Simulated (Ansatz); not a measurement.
The system is P.

```
P
1.0
     1.64774   -5.46504    0.00000
     1.64774    5.46504    0.00000
     0.00000    0.00000    4.54364
P
4
Cartesian
  1.6477 -4.4173 2.6754
  1.6477 4.4173 1.8683
  1.6477 -1.0477 0.4035
  1.6477 1.0477 4.1401
```

| Quantity | Value |
| --- | --- |
| Program | Ansatz 0.2.0 |
| Task | relaxation of cell and atoms |
| Functional | PBE0 |
| Potentials or basis | Ansatz PAW |
| Cutoff | 420 eV (not typed: the program's choice for these potentials) |
| k mesh | 4 × 4 × 3 |
| Occupations | fermi-dirac, width 0.05 eV |
| Spin | no spin polarisation |

At the start: volume 20.46 Å³/atom.

Task: How do energy, volume and symmetry change on relaxing?

Result: It ends after 6 steps and the volume is 20.54 Å³/atom (+0.4 %); space group Cmce (No. 64, to 0.05 Å).

Step by step:
```
step  energy change (eV)  largest force (eV/Å)  volume (Å³)
   1              0.0000                0.1717        81.83
   2             -0.0057                0.1589        82.42
   3             -0.0080                0.0388        82.24
   4             -0.0082                0.0105        82.22
   5             -0.0082                0.0005        82.15
   6             -0.0083                0.0005        82.15
```

Final structure:
```cif
data_structure
_symmetry_space_group_name_H-M 'P 1'
_symmetry_Int_Tables_number 1
_cell_length_a 5.7737
_cell_length_b 5.7737
_cell_length_c 4.4749
_cell_angle_alpha 90.000
_cell_angle_beta 90.000
_cell_angle_gamma 146.584
_cell_volume 82.15
loop_
_atom_site_label
_atom_site_type_symbol
_atom_site_fract_x
_atom_site_fract_y
_atom_site_fract_z
_atom_site_occupancy
P1 P 0.90563 0.09437 0.58665 1
P2 P 0.09437 0.90563 0.41335 1
P3 P 0.59437 0.40563 0.08665 1
P4 P 0.40563 0.59437 0.91335 1
```

Caveat: the k mesh is coarse (spacing up to 0.50 Å⁻¹), so the values aren't converged, least of all with exact exchange; the plane-wave basis is chosen anew once the cell has moved, so the energies of steps on either side of that aren't comparable; the PAW data sets come from PBE, with cores solved anew for the run's functional, which leaves a small shift of forces and pressure.
